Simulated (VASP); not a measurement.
## A VASP 6.6.1 single-point calculation on SrO

INCAR

```
NELM = 120
LASPH = .TRUE.
IBRION = -1
GGA = PS
LWAVE = .FALSE.
ISIF = 2
ISMEAR = 1
NSW = 0
NBANDS = 40
SIGMA = 0.1
LREAL = .FALSE.
LCHARG = .FALSE.
PREC = Accurate
EDIFF = 1E-7
ENCUT = 520
```

KPOINTS

```
KPOINTS created by Atomic Simulation Environment
0
Gamma
12 12 4
0 0 0
```

POSCAR

```
Sr O
 1.0000000000000000
     3.4595136926894274    0.0000000000288675    0.0000000000000000
    -1.7297568463697137    2.9960267425947222    0.0000000000000000
     0.0000000000000000    0.0000000000000000    6.2544300234000003
 Sr  O
   2   2
Cartesian
 -0.0000000000166668  1.9973511617394373  1.5636075058499996
  1.7297568463363808  0.9986755808841520  4.6908225175499991
  0.0000000000000000  0.0000000000000000  0.0000000000000000
  0.0000000000000000  0.0000000000000000  3.1272150116999993
```

The recommended PBE PAW datasets give the neutral cell 32 valence electrons.

Command

```
mpirun -np 1 vasp_std
```

OSZICAR

```
N       E                     dE             d eps       ncg     rms          rms(c)
DAV:   1     0.159618253094E+03    0.15962E+03   -0.14695E+04  4560   0.767E+02
DAV:   2    -0.194658462244E+02   -0.17908E+03   -0.17069E+03  5456   0.211E+02
DAV:   3    -0.287815322181E+02   -0.93157E+01   -0.91231E+01  7168   0.370E+01
DAV:   4    -0.290763232336E+02   -0.29479E+00   -0.29461E+00  5448   0.476E+00
DAV:   5    -0.290802450664E+02   -0.39218E-02   -0.39218E-02  6040   0.470E-01    0.258E+01
DAV:   6    -0.252343785625E+02    0.38459E+01   -0.62324E+00  4976   0.141E+01    0.291E+01
DAV:   7    -0.250162299670E+02    0.21815E+00   -0.46410E-01  5560   0.343E+00    0.198E+01
DAV:   8    -0.249106593626E+02    0.10557E+00   -0.41853E-01  5688   0.311E+00    0.901E-01
DAV:   9    -0.249117189735E+02   -0.10596E-02   -0.12418E-02  6160   0.480E-01    0.393E-01
DAV:  10    -0.249119734945E+02   -0.25452E-03   -0.15257E-03  5352   0.191E-01    0.192E-01
DAV:  11    -0.249124734638E+02   -0.49997E-03   -0.61389E-04  5304   0.109E-01    0.465E-02
DAV:  12    -0.249124734166E+02    0.47195E-07   -0.13641E-05  5576   0.131E-02    0.310E-02
DAV:  13    -0.249124821308E+02   -0.87142E-05   -0.13062E-05  5272   0.181E-02    0.118E-02
DAV:  14    -0.249124819421E+02    0.18873E-06   -0.43654E-07  5600   0.544E-03    0.773E-03
DAV:  15    -0.249124824091E+02   -0.46705E-06   -0.35908E-07  5320   0.296E-03    0.240E-03
DAV:  16    -0.249124823929E+02    0.16201E-07   -0.12234E-08  3496   0.679E-04
   1 F= -.24912482E+02 E0= -.24912547E+02  d E =0.195180E-03
```

From OUTCAR

```
k-points           NKPTS =     57   k-points in BZ     NKDIM =     57   number of bands    NBANDS=     40

   NELECT =      32.0000    total number of electrons

   dimension x,y,z NGX =    28 NGY =   28 NGZ =   48
   dimension x,y,z NGXF=    56 NGYF=   56 NGZF=   96

  energy-cutoff  :      520.00
  volume of cell :       64.83
      direct lattice vectors                 reciprocal lattice vectors
     3.459513693  0.000000000  0.000000000     0.289057968  0.166887696  0.000000000
    -1.729756846  2.996026743  0.000000000    -0.000000000  0.333775392  0.000000000
     0.000000000  0.000000000  6.254430023     0.000000000  0.000000000  0.159886672

 k-points in reciprocal lattice and weights: KPOINTS created by Atomic Simulation Env
   0.00000000  0.00000000  0.00000000       0.002
   0.08333333 -0.00000000  0.00000000       0.010
   0.16666667 -0.00000000  0.00000000       0.010
   0.25000000  0.00000000  0.00000000       0.010
   0.33333333 -0.00000000  0.00000000       0.010
   0.41666667 -0.00000000  0.00000000       0.010
   0.50000000  0.00000000  0.00000000       0.005
   0.08333333  0.08333333  0.00000000       0.010
   ...

 E-fermi :   2.2065

 k-point     1 :       0.0000    0.0000    0.0000
  band No.  band energies     occupation
      1     -30.4614      2.00000
      2     -30.3400      2.00000
      3     -14.9346      2.00000
      4     -13.2617      2.00000
      5     -12.0905      2.00000
      6     -12.0541      2.00000
      7     -12.0541      2.00000
      8     -12.0078      2.00000
      9     -12.0078      2.00000
     10     -10.4495      2.00000
     11      -0.5979      2.00000
     12       1.2763      2.00000
     13       1.2763      2.00000
     14       1.5038      2.00000
     15       1.5038      2.00000
     16       2.1747      1.51014
     17       5.4875      0.00000
     18       7.2081      0.00000
     19       7.3283      0.00000
     20       8.5033      0.00000
     21       8.5033      0.00000
     22       9.9789      0.00000
     23       9.9789      0.00000
     24      10.5939      0.00000
     25      10.5939      0.00000
     26      11.1338      0.00000
     27      13.7021      0.00000
     28      13.7021      0.00000
     29      15.9111      0.00000
     30      17.0077      0.00000
     31      18.8362      0.00000
     32      19.4440      0.00000
     33      19.7367      0.00000
     34      19.7367      0.00000
     35      22.5248      0.00000
     36      22.5248      0.00000
     37      26.8156      0.00000
     38      26.8156      0.00000
     39      27.0512      0.00000
     40      28.7998      0.00000

 ...

  Total        1.7173665      1.7173665     -0.7937579      0.0000000     -0.0000000      0.0000000
  in kB       42.4448577     42.4448577    -19.6177944      0.0000000     -0.0000000      0.0000000
  external PRESSURE =      21.7573070 kB  Pullay stress =       0.0000000 kB

 POSITION                                       TOTAL-FORCE (eV/Angst)
 -----------------------------------------------------------------------------------
     -0.00000      1.99735      1.56361        -0.000000      0.000000     -0.000000
      1.72976      0.99868      4.69082         0.000000     -0.000000     -0.000000
      0.00000      0.00000      0.00000         0.000000     -0.000000      0.000000
      0.00000      0.00000      3.12722         0.000000     -0.000000      0.000000
 -----------------------------------------------------------------------------------
    total drift:                               -0.000000      0.000000     -0.000000

  FREE ENERGIE OF THE ION-ELECTRON SYSTEM (eV)
  ---------------------------------------------------
  free  energy   TOTEN  =       -24.9124823929 eV

  energy  without entropy=      -24.9126775725  energy(sigma->0) =      -24.91254745
```

It converged. Results: gap between bands v and c on the k mesh 3.06 eV; least direct gap on the k mesh 3.31 eV; pressure 2.2 GPa. Band v is the last that the valence electrons fill when counted band by band, and c is the next.

For comparison, a separate PBE run of the intended cell, on usual settings and not on those above, gives a gap of 3.16 eV on its mesh and a pressure of 6.4 GPa.

The run above took about 2.8 min on one core of a shared host (Intel Xeon Platinum 8488C) and held 0.25 GiB at most.
